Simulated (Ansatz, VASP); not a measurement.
**RuS in VASP and in Ansatz**

```
Ru S
1.0
     3.36897    0.00000    0.00000
    -1.68448    2.91761    0.00000
     0.00000    0.00000    6.57589
Ru S
2 2
Direct
  0.00000 0.00000 0.00000
  0.00000 0.00000 0.50000
  0.66667 0.33333 0.25000
  0.66667 0.33333 0.75000
```

Alike in both runs: task single point; functional LDA; k mesh 6 × 6 × 3; occupations gaussian, width 0.05 eV; collinear spin; Hubbard terms Ru d U = 4.0 eV.

```csv
,VASP,Ansatz
version,VASP 6.6.1,Ansatz 0.2.0
potentials or method,"VASP PAW LDA potentials, release 64 (Ru_pv, S)","scalar-relativistic, plane waves, PAW"
plane-wave cutoff (eV),520,420
valence electrons in the cell,40,44
```

```tsv
	VASP	Ansatz	Ansatz less VASP
gap on the k mesh at the Fermi level (eV)	none	none	-
pressure (GPa)	-14.6	-14.7	-0.03
largest component of the traceless stress (GPa)	1.78	2.10	+0.319
net moment per atom (μB)	1.12	0.97	-0.151
size of the moment on the site where the two differ most (μB)	2.08	1.62	-0.460
```

The net moments differ so much that the two runs ended in different magnetic states, which moves the other rows too. Site moments also hang on the region over which each program counts them. The programs project onto different local orbitals, so the same U acts differently. A gap of «none» marks a metal or a gap that the smearing closes. The two sets of potentials don't hold the same shells in valence. Ansatz warned: «filled_band_counts_differ_across_k_points».

The state reached can hang on the start; a lower one may exist.
